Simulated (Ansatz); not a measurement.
MgO (started from an entry of an open crystallographic database), relaxed with r2SCAN in Ansatz 0.2.0. It is cubic, Fm-3m (No. 225); a = 4.204 Å in the conventional setting, 9.29 Å³ an atom. Mg has 6 O at 2.10 Å; O has 6 Mg at 2.10 Å.

The axes x, y and z are those of this cell:
```
Mg O
1.0
     0.00000    2.10217    2.10217
     2.10217    0.00000    2.10217
     2.10217    2.10217    0.00000
Mg O
1 1
Direct
  0.00000 0.00000 0.00000
  0.50000 0.50000 0.50000
```

Unstrained: With PBE the gap is 4.797 eV and direct, at Γ. The r2SCAN gap is direct at Γ: 5.685 eV. HSE06 gives a direct gap of 6.541 eV at Γ. Meshes: PBE 10×10×10, r2SCAN 10×10×10, HSE06 8×8×8. Strains are changes of length per length, and xy shears are angles. After each strain the atoms were relaxed again with r2SCAN within the symmetry that the strain leaves, so tilts or polar shifts that break it weren't tested; points keep the names that they have in the unstrained zone. Calculated for a static, non-magnetic cell.

Q: Estimate what xy shear, engineering strain (angle) +1.63 % does to the gap.

A: PBE: the gap goes from 4.797 to 4.732 eV (-0.065 eV); with r2SCAN the top three valence levels at Γ, degenerate before, become 1+1+1 from the top over 124 meV. r2SCAN: the gap goes from 5.685 to 5.619 eV (-0.066 eV). HSE06: the gap goes from 6.541 to 6.478 eV (-0.063 eV). The r2SCAN energy rises by 1.2 meV an atom.

Q: One strain changed the r2SCAN stress by xx -17.33, yy -17.33, zz -17.33 GPa (compression positive) and the gap by -1.231 eV (PBE), -1.287 eV (r2SCAN), -1.361 eV (HSE06). Which kind of strain was it, and roughly how large?

A: Isotropic +4.69 % on every length. The pattern of the stress gives the kind; the size needs the stiffness, so it is an estimate.

Q: Apply uniaxial -5.69 % along x, other directions held. How far does the gap move, against the unstrained cell?

A: PBE: the gap goes from 4.797 to 5.319 eV (+0.522 eV); with r2SCAN the top three valence levels at Γ, degenerate before, become 2+1 from the top over 127 meV. r2SCAN: the gap goes from 5.685 to 6.228 eV (+0.543 eV). HSE06: the gap goes from 6.541 to 7.101 eV (+0.560 eV). The r2SCAN energy rises by 37.2 meV an atom.

Q: Apply uniaxial +1.49 % along y, other directions held. How far does the gap move, against the unstrained cell?

A: PBE: the gap goes from 4.797 to 4.631 eV (-0.166 eV); with r2SCAN the top three valence levels at Γ, degenerate before, become 1+2 from the top over 31 meV. r2SCAN: the gap goes from 5.685 to 5.513 eV (-0.172 eV). HSE06: the gap goes from 6.541 to 6.354 eV (-0.187 eV). The r2SCAN energy rises by 1.9 meV an atom.

The meshes of the hybrids are coarse, so their gaps aren't converged to the digits shown.

The splittings at Γ are without spin-orbit coupling, which regroups them where it is of like size or larger.
